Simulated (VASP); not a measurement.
# PtSe2 (P-3m1) in VASP: further runs, part 3 of 3

VASP 6.6.1. Earlier steps stand in the parts before.

## Step 5: Relaxation of cell and atoms, RPBE

INCAR reads:

```
PREC = Accurate ; ENCUT = 600
EDIFF = 1E-7 ; ISMEAR = 0
SIGMA = 0.02 ; LREAL = F
LASPH = T ; NELM = 100
ALGO = Normal ; ISIF = 3
LWAVE = F ; LCHARG = F
GGA = RP ; IBRION = 2
NSW = 90 ; EDIFFG = -0.005
```

KPOINTS reads:

```
regular mesh
0
Gamma
  9 9 6
```

POSCAR reads:

```
PtSe2
1.0
    3.7173065500      0.0000000000      0.0000000000
   -1.8586532700      3.2192819000      0.0000000000
    0.0000000000      0.0000000000      5.8200740200
Pt Se
1 2
Direct
    0.0000000000      0.0000000000      0.0000000000
    0.6666666700      0.3333333300      0.7746118400
    0.3333333300      0.6666666700      0.2253881600
```

Potentials or basis: VASP PAW PBE potentials, release 64 (Pt, Se).

Started as:

```sh
cat potpaw_PBE.64/Pt/POTCAR potpaw_PBE.64/Se/POTCAR > POTCAR
mpirun -np 1 vasp_std > vasp.out
```

OUTCAR:

```text
PREC = Accurate
   ENCUT = 600
   EDIFF = 1E-7
   ISMEAR = 0
   LREAL = F
   LASPH = T
   NELM = 100
   ISIF = 3
   GGA = RP
   IBRION = 2
   NSW = 90
   EDIFFG = -0.005

 ion  position               nearest neighbor table
   1  0.000  0.000  0.000-   2 2.52   3 2.52   3 2.52   2 2.52   2 2.52   3 2.52
   2  0.667  0.333  0.775-   1 2.52   1 2.52   1 2.52
   3  0.333  0.667  0.225-   1 2.52   1 2.52   1 2.52

  LATTYP: Found a hexagonal cell.
 ALAT       =     3.7173065500
 C/A-ratio  =     1.5656696433

  Lattice vectors:

 A1 = (   3.7173065500,   0.0000000000,   0.0000000000)
 A2 = (  -1.8586532700,   3.2192819000,   0.0000000000)
 A3 = (   0.0000000000,   0.0000000000,   5.8200740200)

Analysis of symmetry for initial positions (statically):
=====================================================================
 Subroutine PRICEL returns:
 Original cell was already a primitive cell.

 Routine SETGRP: Setting up the symmetry group for a
 hexagonal supercell.

 Subroutine GETGRP returns: Found 12 space group operations
 (whereof 12 operations were pure point group operations)
 out of a pool of 24 trial point group operations.

The static configuration has the point symmetry D_3d.

Analysis of symmetry for dynamics (positions and initial velocities):
=====================================================================
 Subroutine PRICEL returns:
 Original cell was already a primitive cell.

 Routine SETGRP: Setting up the symmetry group for a
 hexagonal supercell.

 Subroutine GETGRP returns: Found 12 space group operations
 (whereof 12 operations were pure point group operations)
 out of a pool of 24 trial point group operations.

The dynamic configuration has the point symmetry D_3d.

 Subroutine INISYM returns: Found 12 space group operations
 (whereof 12 operations are pure point group operations),
 and found     1 'primitive' translations

----------------------------------------------------------------------------------------

                                     Primitive cell

  volume of cell :      69.6492

  direct lattice vectors                    reciprocal lattice vectors
     3.717306550  0.000000000  0.000000000     0.269011981  0.155314140  0.000000000
    -1.858653270  3.219281900  0.000000000     0.000000000  0.310628280  0.000000000
     0.000000000  0.000000000  5.820074020     0.000000000  0.000000000  0.171819121

  length of vectors
     3.717306550  3.717306542  5.820074020     0.310628280  0.310628280  0.171819121

  position of ions in fractional coordinates (direct lattice)
     0.000000000  0.000000000  0.000000000
     0.666666670  0.333333330  0.774611840
     0.333333330  0.666666670  0.225388160

  ion indices of the primitive-cell ions
   primitive index   ion index
                 1           1
                 2           2
                 3           3

----------------------------------------------------------------------------------------

 KPOINTS: regular mesh

Automatic generation of k-mesh.
 Grid dimensions read from file:
 generate k-points for:    9    9    6

 Generating k-lattice:

  Cartesian coordinates                     Fractional coordinates (reciprocal lattice)
     0.029890220  0.017257127  0.000000000     0.111111111  0.000000000  0.000000000
     0.000000000  0.034514253  0.000000000     0.000000000  0.111111111  0.000000000
     0.000000000  0.000000000  0.028636520     0.000000000  0.000000000  0.166666667

  Length of vectors
     0.034514253  0.034514253  0.028636520

  Shift w.r.t. Gamma in fractional coordinates (k-lattice)
     0.000000000  0.000000000  0.000000000

 Subroutine IBZKPT returns following result:
 ===========================================

 Found     62 irreducible k-points:

 Following reciprocal coordinates:
            Coordinates               Weight
  0.000000  0.000000  0.000000      1.000000
  0.111111 -0.000000  0.000000      6.000000
  0.222222 -0.000000  0.000000      6.000000
  0.333333  0.000000  0.000000      6.000000
  0.444444 -0.000000  0.000000      6.000000
  0.111111  0.111111  0.000000      6.000000
[... 16 lines left out ...]
  0.222222  0.111111  0.166667     12.000000
 -0.111111  0.333333  0.166667     12.000000
 [... further k-points ...]
   k-points           NKPTS =     62   k-points in BZ     NKDIM =     62   number of bands    NBANDS=     15
   number of dos      NEDOS =    301   number of ions     NIONS =      3
   total plane-waves  NPLWV =  43200
   dimension x,y,z NGX =    30 NGY =   30 NGZ =   48
   dimension x,y,z NGXF=    60 NGYF=   60 NGZF=   96
   ions per type =               1   2
   NGX,Y,Z   is equivalent  to a cutoff of  13.42, 13.42, 13.71 a.u.
   NGXF,Y,Z  is equivalent  to a cutoff of  26.83, 26.83, 27.42 a.u.
 SYSTEM =  unknown system
   PREC   = accura    normal or accurate (medium, high low for compatibility)
   ISTART =      0    job   : 0-new  1-cont  2-samecut
   ICHARG =      2    charge: 1-file 2-atom 10-const
   ISPIN  =      1    spin polarized calculation?
   LNONCOLLINEAR =      F non collinear calculations
   LSORBIT =      F    spin-orbit coupling
   LASPH  =      T    aspherical Exc in radial PAW
   ENCUT  =  600.0 eV  44.10 Ry    6.64 a.u.   7.42  7.42 11.62*2*pi/ulx,y,z
   NELM   =    100;   NELMIN=  2; NELMDL= -5     # of ELM steps
   EDIFF  = 0.1E-06   stopping-criterion for ELM
   LREAL  =      F    real-space projection
   EDIFFG = -.5E-02   stopping-criterion for IOM
   NSW    =     90    number of steps for IOM
   IBRION =      2    ionic relax: 0-MD 1-quasi-New 2-CG
   NFREE  =      1    steps in history (QN), initial steepest desc. (CG)
   ISIF   =      3    stress and relaxation
   ISYM   =      2    0-nonsym 1-usesym 2-fastsym
   POTIM  = 0.5000    time-step for ionic-motion
   TEBEG  =    0.0;   TEEND  =   0.0 temperature during run
   PSTRESS=    0.0 pullay stress
   NELECT =      22.0000    total number of electrons
   NUPDOWN=      -1.0000    fix difference up-down
   EMIN   =  10.00;   EMAX   =-10.00  energy-range for DOS
   EFERMI =   0.00;   METHOD = LEGACY
   ISMEAR =     0;   SIGMA  =   0.02  broadening in eV -4-tet -1-fermi 0-gaus
   EFERMI_NEDOS =   21; number of points for ismear=-14 and -15
   IALGO  =     38    algorithm
   IMIX   =      4    mixing-type and parameters
     AMIX     =   0.40;   BMIX     =  1.00
     AMIX_MAG =   1.60;   BMIX_MAG =  1.00
  volume/ion in A,a.u.               =      23.22       156.67
  Fermi-wavevector in a.u.,A,eV,Ry     =   1.114920  2.106894 16.912680  1.243047
  Thomas-Fermi vector in A             =   2.251520
   LORBIT       =      0    0 simple, 1 ext, 2 COOP (PROOUT), +10 PAW based schemes
   GGA     = RP    functional components
   LHFCALC =     F    Hartree Fock is set to
   AEXX    =    0.0000 exact exchange contribution
   IVDW    =     0    specifies the selected vdW correction
   LEPSILON=     F    determine dielectric tensor
   LRPA    =     F    only Hartree local field effects (RPA)
 conjugate gradient relaxation of ions
 non-spin polarized calculation
 Gauss-broadening in eV      SIGMA  =   0.02
  energy-cutoff  :      600.00
  volume of cell :       69.65
 maximum number of plane-waves:      2376
 NGX is ok and might be reduce to    30
   NGX = 15   NGY = 15   NGZ = 23

--------------------------------------- Ionic step        1  -------------------------------------------

 number of electron      21.9999997 magnetization

 Free energy of the ion-electron system (eV)
  ---------------------------------------------------
  ext. energy  EPLUGINS =         0.00000000
  ---------------------------------------------------
  free energy    TOTEN  =       -12.97758128 eV

  energy without entropy =      -12.97758128  energy(sigma->0) =      -12.97758128

------------------------ aborting loop because EDIFF is reached ----------------------------------------

  FORCE on cell =-STRESS in cart. coord.  units (eV):
  Direction    XX          YY          ZZ          XY          YZ          ZX
  --------------------------------------------------------------------------------------
  -------------------------------------------------------------------------------------
  Total        2.1894047      2.1894047      1.5021484      0.0000000     -0.0000000     -0.0000000
  in kB       50.3640613     50.3640611     34.5547328      0.0000001     -0.0000000     -0.0000000
  external PRESSURE =      45.0942851 kB  Pullay stress =       0.0000000 kB
[... 1847 lines left out ...]
      4      -0.0310      2.00000
      5       0.3387      2.00000
      6       0.8024      2.00000
      7       1.5060      2.00000
      8       2.3874      2.00000
      9       3.5572      2.00000
     10       3.7065      2.00000
     11       5.0605      2.00000
     12       5.8793      0.00000
     13       6.9179      0.00000
     14      10.1659      0.00000
     15      12.0769      0.00000

 [... further k-points ...]

[... ionic steps 4 to 80 ...]

--------------------------------------- Ionic step       81  -------------------------------------------

 number of electron      22.0000004 magnetization

------------------------ aborting loop because EDIFF is reached ----------------------------------------
[... 69 lines left out ...]
--------------------------------------- Ionic step       83  -------------------------------------------

 number of electron      22.0000004 magnetization

 Free energy of the ion-electron system (eV)
  ---------------------------------------------------
  ext. energy  EPLUGINS =         0.00000000
  ---------------------------------------------------
  free energy    TOTEN  =       -13.10758915 eV

  energy without entropy =      -13.10758915  energy(sigma->0) =      -13.10758915

 E-fermi :   1.6242     XC(G=0):  -7.7396

 val. band max:        1.5222176217   @ k =   0.1111   0.1111   0.0000
 cond. band min:       2.7674065501   @ k =   0.0000   0.2222   0.3333
 fundamental gap:      1.2451889284
 Fermi energy:         1.6242276571
[... 462 lines left out ...]
  FREE ENERGIE OF THE ION-ELECTRON SYSTEM (eV)
  ---------------------------------------------------
  free  energy   TOTEN  =       -13.1075891452 eV

  energy  without entropy=      -13.1075891452  energy(sigma->0) =      -13.10758915

 reached required accuracy - stopping structural energy minimisation
```

CONTCAR:

```text
PtSe2
   1.00000000000000
     3.7782252273964954   -0.0000000002362410   -0.0000000000000018
    -1.8891126088209003    3.2720390226981366   -0.0000000000000003
    -0.0000000000000016   -0.0000000000000017    7.6771292222308212
  Pt              Se
     1     2
Direct
     0.0000000000000000    0.0000000000000000    0.0000000000000000
     0.6666666699999979    0.3333333300000021    0.8295787458678149
     0.3333333300000020    0.6666666699999979    0.1704212541321852

  0.00000000E+00  0.00000000E+00  0.00000000E+00
  0.00000000E+00  0.00000000E+00  0.00000000E+00
  0.00000000E+00  0.00000000E+00  0.00000000E+00
```

Run time: 66 min. Hardware: 1 thread of Intel Xeon Platinum 8259CL at 2.50GHz (Skylake/Cascade Lake), shared host; peak memory 0.32 GiB.

Results:

```
Free energy                            : -13.1076 eV
Relaxed volume                         : 31.64 Å³/atom
Relaxed cell                           : a = 3.778 Å, b = 3.778 Å, c = 7.677 Å, α = 90.00°, β = 90.00°, γ = 120.00°
Space group after relaxing (to 0.05 Å) : P-3m1 (No. 164)
Energy gained by relaxing              : 43.3 meV/atom
Ionic steps                            : 83
Pressure after relaxing                : 0.0 GPa
Largest force after relaxing           : 0.004 eV/Å
Band gap on the k mesh                 : 1.25 eV, indirect (least direct gap 1.35 eV)
```

Forces in eV/Å, atoms in the order of the input:
```
Pt   0.000  0.000  0.000
Se   0.000  0.000 -0.004
Se   0.000  0.000  0.004
```

Step by step:
```tsv
step	energy change (eV)	largest force (eV/Å)	pressure (GPa)	volume (Å³)
1	0.0000	0.2214	4.51	69.65
4	-0.0390	0.2779	0.18	72.37
7	-0.0557	0.0050	0.20	74.48
10	-0.1003	0.0058	-0.06	80.65
13	-0.0604	0.8749	3.21	102.63
16	-0.0883	0.6111	1.94	109.35
19	-0.0904	0.4844	1.11	118.59
22	-0.0878	0.4244	0.76	121.93
25	-0.1012	0.3693	0.56	114.30
28	2.8340	3.2071	50.60	46.50
31	3.0642	5.2997	46.25	53.91
34	2.4570	3.4662	35.59	52.03
37	1.2706	0.8541	0.09	62.76
40	0.8351	0.8921	-0.75	63.80
43	0.1596	0.5239	-2.84	64.85
46	0.1192	0.3290	1.09	62.94
49	-0.0174	0.0558	1.47	70.27
52	-0.0406	0.8720	4.27	80.51
55	-0.1020	0.1998	-0.70	98.54
58	-0.1169	0.1769	-0.29	97.57
61	-0.1286	0.0186	-0.05	98.88
64	-0.1287	0.0301	0.02	98.61
67	-0.1290	0.0130	-0.09	98.20
70	-0.1291	0.0054	0.03	97.64
73	-0.1295	0.0037	0.07	96.58
76	-0.1300	0.0075	-0.03	95.23
79	-0.1300	0.0006	-0.04	95.00
82	-0.1300	0.0060	0.00	94.92
83	-0.1300	0.0042	0.00	94.91
```

Final structure:
```cif
data_structure
_symmetry_space_group_name_H-M 'P 1'
_symmetry_Int_Tables_number 1
_cell_length_a 3.7782
_cell_length_b 3.7782
_cell_length_c 7.6771
_cell_angle_alpha 90.000
_cell_angle_beta 90.000
_cell_angle_gamma 120.000
_cell_volume 94.91
loop_
_atom_site_label
_atom_site_type_symbol
_atom_site_fract_x
_atom_site_fract_y
_atom_site_fract_z
_atom_site_occupancy
Pt1 Pt 0.00000 0.00000 0.00000 1
Se1 Se 0.66667 0.33333 0.82958 1
Se2 Se 0.33333 0.66667 0.17042 1
```

Caveat: the volume moved by over 15 % at a fixed basis, so the end points are rough; the PAW data sets were made with another functional, which shifts forces and pressure a little; spin-orbit coupling is left out, which moves the levels of the heavy elements; an odd mesh through Γ misses points on the zone boundary, where band edges often lie; this functional lacks dispersion, which binds the layers, so the pressure and a relaxed spacing across them are unreliable, and here the layers came unbound.

## Step 6: Overview

| task | level | cell | k mesh | cutoff (eV) | mesh quality | gap on the mesh (eV) | pressure (GPa) | relaxed volume (Å³/atom) |
| --- | --- | --- | --- | --- | --- | --- | --- | --- |
| relaxation of cell and atoms | PBEsol | relaxed | 3 × 3 × 2 | 600 | coarse | 0.25 | 0.0 | 21.88 |
| single point | PBEsol | as given | 9 × 9 × 6 | 520 | not flagged | 0.49 | -1.8 | - |
| relaxation of cell and atoms | PBEsol | relaxed | 9 × 9 × 6 | 580 | not flagged | none | 0.0 | 19.86 |
| relaxation of cell and atoms | RPBE | relaxed | 9 × 9 × 6 | 600 | not flagged | 1.25 | 0.0 | 31.64 |

Alike in all rows: potentials or basis VASP PAW PBE potentials, release 64 (Pt, Se); no spin polarisation; smearing gaussian 0.02 eV.

Caveats: some runs use coarse meshes; the PAW data sets were made with another functional, which shifts forces and pressure a little; spin-orbit coupling is left out, which moves the levels of the heavy elements (some runs); an odd mesh through Γ misses points on the zone boundary, where band edges often lie (some runs); this functional lacks dispersion, which binds the layers, so the pressure and a relaxed spacing across them are unreliable (some runs); the volume moved by over 15 % at a fixed basis, so the end points are rough (some runs); this functional lacks dispersion, which binds the layers, so the pressure and a relaxed spacing across them are unreliable, and here the layers came unbound (some runs).

Absolute energies hang on the potentials; compare differences alone.
